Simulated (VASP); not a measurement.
# SnO2 (P6_3/mmc) in VASP: further runs, part 2 of 2

VASP 6.6.1. The steps go on from the part before.

## 3. Dielectric tensor, LDA

Input file INCAR:

```
SYSTEM = SnO2
  ALGO = Fast
  EDIFF = 1E-8
  ENCUT = 520
  GGA = CA
  ISIF = 2
  ISMEAR = 0
  KPAR = 4
  LASPH = .True.
  LCHARG = .False.
  LEPSILON = .True.
  LREAL = .False.
  LWAVE = .False.
  NELM = 60
  PREC = Accurate
  SIGMA = 0.02
```

Input file KPOINTS:

```
k-points
0
Gamma
  10 10 4
  0 0 0
```

Input file POSCAR:

```
SnO2
1.0
    3.2305756168      0.0000000000      0.0000000000
   -1.6152878084      2.7977605530      0.0000000000
    0.0000000000      0.0000000000     10.7905620000
Sn O
2 4
Direct
    0.0000000000      0.0000000000      0.0000000000
    0.0000000000      0.0000000000      0.5000000000
    0.3333333333      0.6666666667      0.9058620000
    0.3333333333      0.6666666667      0.5941380000
    0.6666666667      0.3333333333      0.0941380000
    0.6666666667      0.3333333333      0.4058620000
```

Potentials or basis: VASP PAW LDA potentials, release 64 (Sn_d, O).

Launch:

```sh
> cat potpaw_LDA.64/Sn_d/POTCAR potpaw_LDA.64/O/POTCAR > POTCAR
> mpirun -np 4 vasp_std > vasp.out
```

OUTCAR:

```text
SYSTEM = SnO2
   EDIFF = 1E-8
   ENCUT = 520
   GGA = CA
   ISIF = 2
   ISMEAR = 0
   LASPH = .True.
   LEPSILON = .True.
   LREAL = .False.
   NELM = 60
   PREC = Accurate

 ion  position               nearest neighbor table
   1  0.000  0.000  0.000-   3 2.12   5 2.12   5 2.12   3 2.12   5 2.12   3 2.12
   2  0.000  0.000  0.500-   4 2.12   6 2.12   6 2.12   4 2.12   6 2.12   4 2.12
   3  0.333  0.667  0.906-   1 2.12   1 2.12   1 2.12
   4  0.333  0.667  0.594-   2 2.12   2 2.12   2 2.12
   5  0.667  0.333  0.094-   1 2.12   1 2.12   1 2.12
   6  0.667  0.333  0.406-   2 2.12   2 2.12   2 2.12

  LATTYP: Found a hexagonal cell.
 ALAT       =     3.2305756168
 C/A-ratio  =     3.3401360253

  Lattice vectors:

 A1 = (   3.2305756168,   0.0000000000,   0.0000000000)
 A2 = (  -1.6152878084,   2.7977605530,   0.0000000000)
 A3 = (   0.0000000000,   0.0000000000,  10.7905620000)

Analysis of symmetry for initial positions (statically):
=====================================================================
 Subroutine PRICEL returns:
 Original cell was already a primitive cell.

 Routine SETGRP: Setting up the symmetry group for a
 hexagonal supercell.

 Subroutine GETGRP returns: Found 24 space group operations
[... 1064 lines left out ...]
     0.00062 -0.00000  0.00000           ( -0.00000 -0.00000  0.00000)
    -0.00000  0.00062  0.00000           (  0.00000 -0.00000  0.00000)
     0.00000  0.00000 -0.00066           (  0.00000  0.00000 -0.00001)

 PIEZOELECTRIC TENSOR FIELD DIRECTION 3  (C/m^2)
 -----------------------------------------------------------------------------
     0.00010 -0.00000  0.00000
    -0.00000  0.00010  0.00000
     0.00000  0.00000 -0.00011

 MACROSCOPIC STATIC DIELECTRIC TENSOR (including local field effects in DFT)
 ------------------------------------------------------
           4.118176    -0.000000    -0.000000
           0.000000     4.118176    -0.000000
           0.000000    -0.000000     2.319402
 ------------------------------------------------------

 PIEZOELECTRIC TENSOR (including local field effects)  for field in x, y, z        (e  Angst)
          XX          YY          ZZ          XY          YZ          ZX
  --------------------------------------------------------------------------------
  x     0.00000     0.00000     0.00000     0.00000     0.00000     0.00000
  y     0.00000     0.00000     0.00000     0.00000     0.00000     0.00000
  z     0.00000     0.00000     0.00000     0.00000     0.00000     0.00000

 PIEZOELECTRIC TENSOR (including local field effects)  for field in x, y, z        (C/m^2)
          XX          YY          ZZ          XY          YZ          ZX
  --------------------------------------------------------------------------------
  x     0.00000     0.00000     0.00000     0.00000     0.00000     0.00000
  y     0.00000     0.00000     0.00000     0.00000     0.00000     0.00000
  z     0.00000     0.00000     0.00000     0.00000     0.00000     0.00000

 BORN EFFECTIVE CHARGES (including local field effects) (in |e|, cummulative output)
 ---------------------------------------------------------------------------------
 ion    1
    1     4.45874     0.00000    -0.00000
    2     0.00000     4.45874     0.00000
    3    -0.00000    -0.00000     1.60519
 ion    2
    1     4.45874     0.00000    -0.00000
    2     0.00000     4.45874     0.00000
    3     0.00000     0.00000     1.60519
 ion    3
    1    -2.22937     0.00000    -0.00000
    2     0.00000    -2.22937     0.00000
    3     0.00000     0.00000    -0.80260
 ion    4
    1    -2.22937     0.00000    -0.00000
    2     0.00000    -2.22937    -0.00000
    3    -0.00000     0.00000    -0.80260
 ion    5
    1    -2.22937     0.00000    -0.00000
    2     0.00000    -2.22937     0.00000
    3    -0.00000    -0.00000    -0.80260
 ion    6
    1    -2.22937     0.00000    -0.00000
    2     0.00000    -2.22937    -0.00000
    3     0.00000     0.00000    -0.80260
```

stdout:

```text
POSCAR found type information on POSCAR SnO
 POSCAR found :  2 types and       6 ions
 scaLAPACK will be used
 LDA part: xc-table for (Slater(with rela. corr.)+CA(PZ))
 , standard interpolation
 POSCAR, INCAR and KPOINTS ok, starting setup
 FFT: planning ... GRIDC
 FFT: planning ... GRID_SOFT
 FFT: planning ... GRID
 WAVECAR not read
 entering main loop
[... 24 lines left out ...]
  Direction:   3
 dielectric tensor                  component  3 :    -0.017    -0.015     3.386
 Linear response to external field, progress :
  Direction:   1
 dielectric tensor                  component  1 :     4.118    -0.371    -0.008
 Linear response to external field, progress :
  Direction:   2
 dielectric tensor                  component  2 :    -0.371     4.118    -0.015
 Linear response to external field, progress :
  Direction:   3
 dielectric tensor                  component  3 :    -0.015    -0.013     2.319
 Born effective charges drift removed
```

Wall time 8.8 min (4 MPI ranks of Intel Xeon Platinum 8488C (Sapphire Rapids), shared host); peak memory 0.66 GiB.

Results:

* Band gap on the k mesh: 1.96 eV, indirect (least direct gap 2.38 eV)
* Electronic dielectric tensor (diagonal): 4.12, 4.12, 2.32
* Born charges (mean of the diagonal): Sn +3.51; O -1.75 e

Levels at points of the mesh, in eV from the valence-band top:
| k point | band 22 | band 23 | band 24 | band 25 | band 26 | band 27 | band 28 | band 29 | band 30 | band 31 |
| --- | --- | --- | --- | --- | --- | --- | --- | --- | --- | --- |
| (0.00, 0.00, 0.00) | -0.90 | -0.90 | -0.88 | -0.88 | -0.41 | 1.96 | 2.70 | 5.23 | 5.59 | 9.80 |
| (0.50, 0.00, 0.00) | -1.16 | -0.57 | -0.53 | -0.46 | -0.08 | 4.94 | 5.07 | 6.74 | 7.34 | 9.64 |
| (0.00, 0.00, 0.50) | -0.89 | -0.89 | -0.89 | -0.75 | -0.75 | 2.34 | 2.34 | 5.42 | 5.42 | 9.89 |
| (0.50, 0.00, 0.50) | -1.33 | -0.55 | -0.55 | -0.25 | -0.25 | 5.01 | 5.01 | 7.02 | 7.02 | 9.82 |

Electronic dielectric tensor:
```
4.12 0.00 0.00
0.00 4.12 0.00
0.00 0.00 2.32
```

Born effective charge tensors (e):
atom 1, Sn
```
4.46 0.00 0.00
0.00 4.46 0.00
0.00 0.00 1.61
```
atom 2, Sn
```
4.46 0.00 0.00
0.00 4.46 0.00
0.00 0.00 1.61
```
atom 3, O
```
-2.23  0.00  0.00
 0.00 -2.23  0.00
 0.00  0.00 -0.80
```
atom 4, O
```
-2.23  0.00  0.00
 0.00 -2.23  0.00
 0.00  0.00 -0.80
```
atom 5, O
```
-2.23  0.00  0.00
 0.00 -2.23  0.00
 0.00  0.00 -0.80
```
atom 6, O
```
-2.23  0.00  0.00
 0.00 -2.23  0.00
 0.00  0.00 -0.80
```

Caveat: spin-orbit coupling is left out, which moves the levels of the heavy elements. Expect the measured gap to be larger: semilocal functionals such as LDA lack the derivative discontinuity.

## 4. G0W0 quasiparticle levels, LDA

POSCAR is that of step 3.

Input file INCAR.step1:

```
SYSTEM = SnO2
ALGO     = Normal         ! electronic algorithm
EDIFF    = 1E-8           ! SCF threshold, eV
ENCUT    = 500            ! plane-wave cutoff, eV
GGA      = CA             ! functional
ISMEAR   = 0              ! smearing method
KPAR     = 4            
LASPH    = .TRUE.         ! aspherical terms in the spheres
LCHARG   = .FALSE.        ! write CHGCAR
LREAL    = .FALSE.        ! projectors in reciprocal space
LWAVE    = .TRUE.         ! write WAVECAR
NELM     = 100            ! most SCF steps
PREC     = Accurate       ! precision mode
SIGMA    = 0.01           ! smearing width, eV
```

Input file INCAR.step2:

```
SYSTEM = SnO2
ALGO     = Exact          ! electronic algorithm
EDIFF    = 1E-8           ! SCF threshold, eV
ENCUT    = 500            ! plane-wave cutoff, eV
GGA      = CA             ! functional
ISMEAR   = 0              ! smearing method
ISTART   = 1            
KPAR     = 4            
LASPH    = .TRUE.         ! aspherical terms in the spheres
LCHARG   = .FALSE.        ! write CHGCAR
LOPTICS  = .TRUE.         ! frequency-dependent dielectric function
LREAL    = .FALSE.        ! projectors in reciprocal space
LWAVE    = .TRUE.         ! write WAVECAR
NBANDS   = 317            ! bands
NELM     = 1              ! most SCF steps
PREC     = Accurate       ! precision mode
SIGMA    = 0.01           ! smearing width, eV
```

Input file INCAR.step3:

```
SYSTEM = SnO2
ALGO     = EVGW0          ! electronic algorithm
EDIFF    = 1E-8           ! SCF threshold, eV
ENCUT    = 500            ! plane-wave cutoff, eV
ENCUTGW  = 120            ! cutoff of the response function
GGA      = CA             ! functional
ISMEAR   = 0              ! smearing method
ISTART   = 1            
KPAR     = 4            
LASPH    = .TRUE.         ! aspherical terms in the spheres
LCHARG   = .FALSE.        ! write CHGCAR
LREAL    = .FALSE.        ! projectors in reciprocal space
LWAVE    = .FALSE.        ! write WAVECAR
NBANDS   = 317            ! bands
NBANDSGW = 34           
NELMGW   = 1            
NOMEGA   = 50             ! frequency points
PREC     = Accurate       ! precision mode
PRECFOCK = Fast         
SIGMA    = 0.01           ! smearing width, eV
```

Input file KPOINTS:

```
k-points
0
G
  4 4 1
  0 0 0
```

Potentials or basis: VASP PAW LDA potentials, release 64 (Sn_d_GW, O_GW).

Launch:

```sh
> cat potpaw_LDA.64/Sn_d_GW/POTCAR potpaw_LDA.64/O_GW/POTCAR > POTCAR
> cp INCAR.step1 INCAR
> mpirun -np 4 vasp_std > vasp.out
> cp INCAR.step2 INCAR
> mpirun -np 4 vasp_std > vasp.out
> cp INCAR.step3 INCAR
> mpirun -np 4 vasp_std > vasp.out
```

OUTCAR:

```text
SYSTEM = SnO2
   EDIFF = 1E-8
   ENCUT = 500
   ENCUTGW = 120
   GGA = CA
   ISMEAR = 0
   ISTART = 1
   LASPH = .TRUE.
   LREAL = .FALSE.
   NELMGW = 1
   PREC = Accurate
   PRECFOCK = Fast

 ion  position               nearest neighbor table
   1  0.000  0.000  0.000-   3 2.12   5 2.12   5 2.12   3 2.12   5 2.12   3 2.12
   2  0.000  0.000  0.500-   4 2.12   6 2.12   6 2.12   4 2.12   6 2.12   4 2.12
   3  0.333  0.667  0.906-   1 2.12   1 2.12   1 2.12
   4  0.333  0.667  0.594-   2 2.12   2 2.12   2 2.12
   5  0.667  0.333  0.094-   1 2.12   1 2.12   1 2.12
   6  0.667  0.333  0.406-   2 2.12   2 2.12   2 2.12

  LATTYP: Found a hexagonal cell.
 ALAT       =     3.2305756168
 C/A-ratio  =     3.3401360253

  Lattice vectors:

 A1 = (   3.2305756168,   0.0000000000,   0.0000000000)
 A2 = (  -1.6152878084,   2.7977605530,   0.0000000000)
 A3 = (   0.0000000000,   0.0000000000,  10.7905620000)

Analysis of symmetry for initial positions (statically):
=====================================================================
 Subroutine PRICEL returns:
[... 130 lines left out ...]
   IMIX   =      4    mixing-type and parameters
     AMIX     =   0.40;   BMIX     =  1.00
     AMIX_MAG =   1.60;   BMIX_MAG =  1.00
  volume/ion in A,a.u.               =      16.25       109.69
  Fermi-wavevector in a.u.,A,eV,Ry     =   1.327490  2.508591 23.976574  1.762228
  Thomas-Fermi vector in A             =   2.456798
   LORBIT       =      0    0 simple, 1 ext, 2 COOP (PROOUT), +10 PAW based schemes
   GGA     = CA    functional components
   LHFCALC =     T    Hartree Fock is set to
   PRECFOCK=fast      Normal, Fast or Accurate (Low or Medium for compatibility)
   ENCUT4O =  -1.0   cutoff for four orbital integrals eV
   NKREDX  =     1    reduce k-point grid by
   NKREDY  =     1    reduce k-point grid by
   NKREDZ  =     1    reduce k-point grid by
   AEXX    =    1.0000 exact exchange contribution
   HFSCREEN=    0.0000 screening length (either q_TF or 0.3 A-1)
   HFSCREENC=   0.0000 screening length for correlation (either q_TF or 0.3 A-1)
   ENCUTFOCK=  -1.0 apply spherical cutoff to Coloumb kernel
   IVDW    =     0    specifies the selected vdW correction
   LEPSILON=     F    determine dielectric tensor
   LRPA    =     F    only Hartree local field effects (RPA)
   LRPAFORCE           =     F    calculate RPA forces
   ENCUTGW             = 120.0    cutoff for response function in eV
   ENCUTGWSOFT         =  96.0    soft cutoff for Coulomb kernel in GW response function in eV
   ENCUTLF             =  -1.0    cutoff for local field effects
   NELMGW              =     1    number of iterations in solving QP/BSE equation
   NELMHF              =     1    number of iterations in the inner HF iteration
   NKREDLFX            =     1    NKREDLFY  =   1   NKREDLFZ  =   1
 non-spin polarized calculation
 Gauss-broadening in eV      SIGMA  =   0.01
  energy-cutoff  :      500.00
  volume of cell :       97.53
 maximum number of plane-waves:      2498
 NGX is ok and might be reduce to    24
  NGX = 14; NGY = 14; NGZ = 48
   NGX = 11   NGY = 11   NGZ = 39
 maximum number of plane-waves:       293
 NGX is ok and might be reduce to    14

 QP shifts <psi_nk| G(iteration)W_0 |psi_nk>: iteration 1
 for sc-GW calculations column KS-energies equals QP-energies in previous step
 and V_xc(KS)=  KS-energies - (<T + V_ion + V_H > + <T+V_H+V_ion>^1  + <V_x>^1)

 k-point   1 :       0.0000    0.0000    0.0000
  band No.  KS-energies  QP-energies   sigma(KS)   V_xc(KS)     V^pw_x(r,r')   Z            occupation Imag(sigma)

      1     -19.4661     -22.4237     -21.2504     -17.3153     -27.1745       0.7516       2.0000       0.4303
      2     -19.4661     -22.4237     -21.2504     -17.3153     -27.1745       0.7516       2.0000       0.4303
      3     -19.2929     -22.6034     -21.7346     -17.4509     -27.2513       0.7728       2.0000       0.3886
      4     -19.2929     -22.6034     -21.7346     -17.4509     -27.2513       0.7728       2.0000       0.3886
      5     -19.2929     -22.6034     -21.7346     -17.4509     -27.2513       0.7728       2.0000       0.3886
      6     -19.2929     -22.6034     -21.7346     -17.4509     -27.2513       0.7728       2.0000       0.3886
[... 140 lines left out ...]
     33      11.3858      13.0043     -12.7129     -14.8148      -7.9488       0.7700       0.0000      -0.1933
     34      11.4604      12.3665      -7.5518      -8.6697      -3.6838       0.8106       0.0000      -0.1379
```

OUTCAR.step1:

```text
SYSTEM = SnO2
   EDIFF = 1E-8
   ENCUT = 500
   GGA = CA
   ISMEAR = 0
   LASPH = .TRUE.
   LREAL = .FALSE.
   NELM = 100
[... 352 lines left out ...]
     -0.00000      1.86517      6.41108         0.000000     -0.000000     -0.716877
      1.61529      0.93259      1.01580         0.000000      0.000000     -0.716877
      1.61529      0.93259      4.37948        -0.000000      0.000000      0.716877
 -----------------------------------------------------------------------------------
    total drift:                               -0.000000      0.000000      0.000000

  FREE ENERGIE OF THE ION-ELECTRON SYSTEM (eV)
  ---------------------------------------------------
  free  energy   TOTEN  =       -40.8540898658 eV

  energy  without entropy=      -40.8540898658  energy(sigma->0) =      -40.85408987
```

Wall time 97 s (4 MPI ranks of AMD EPYC 9R45 (Zen 5), shared host); peak memory 0.95 GiB.

What came out:

```
Band gap on the k mesh, mean-field level : 1.95 eV, indirect (least direct gap 2.37 eV)
Quasiparticle gap                        : 3.59 eV
Least direct quasiparticle gap           : 4.04 eV
```

Caveat: the k mesh is coarse (spacing up to 0.58 Å⁻¹), so the values aren't converged; bands, screening cutoff and mesh are small and nothing is extrapolated, so the quasiparticle values aren't converged; spin-orbit coupling is left out, which moves the levels of the heavy elements; an odd mesh through Γ misses points on the zone boundary, where band edges often lie.
